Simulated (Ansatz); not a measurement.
## Cu₃Au

The computed numbers are results of PBE, scalar-relativistic (no spin polarisation) in the plane-wave PAW code Ansatz at 420 eV, Γ-centred 10×10×10 mesh, 0.05 eV Gaussian smearing; PAW files: Ansatz's generated set soft_2.

```
Cu Au
1.0
     3.77919    0.00000    0.00000
     0.00000    3.77919    0.00000
     0.00000    0.00000    3.77919
Cu Au
3 1
Cartesian
  0.0000 1.8896 1.8896
  1.8896 0.0000 1.8896
  1.8896 1.8896 0.0000
  0.0000 0.0000 0.0000
```

The chain of runs began from a cell as deposited in COD, expanded in volume.

| Item | Value |
| --- | --- |
| Space group | Pm-3m (No. 221) |
| Volume | 13.49 Å³/atom |
| Band gap | zero (metallic) |
| Density of states at the Fermi level | 0.26 states/(eV·atom) |
| Bader charges | Cu 0.18; Au -0.53 e |
| Formation energy from the elements (0 K, uncorrected) | -0.04 eV/atom |
| Bulk modulus (Birch–Murnaghan) | 138 GPa |
| Pressure derivative B0′ | 5.1 |

**The experiment.** The Crystallography Open Database holds a cell as deposited of cubic Cu3Au (space group Pm-3m), temperature not stated (1973): a = 3.740 Å, 13.08 Å³/atom.

**Against experiment.** PBE gives 3.779 Å and 13.49 Å³/atom, +3.2 % in volume (+1.0 % in length) from the database's cell. PBE usually overestimates volumes by a few per cent. Spin–orbit coupling, left out, also moves the volume of such heavy elements' compounds.

For elements this heavy, spin–orbit coupling would shift levels and gaps; it isn't included here.
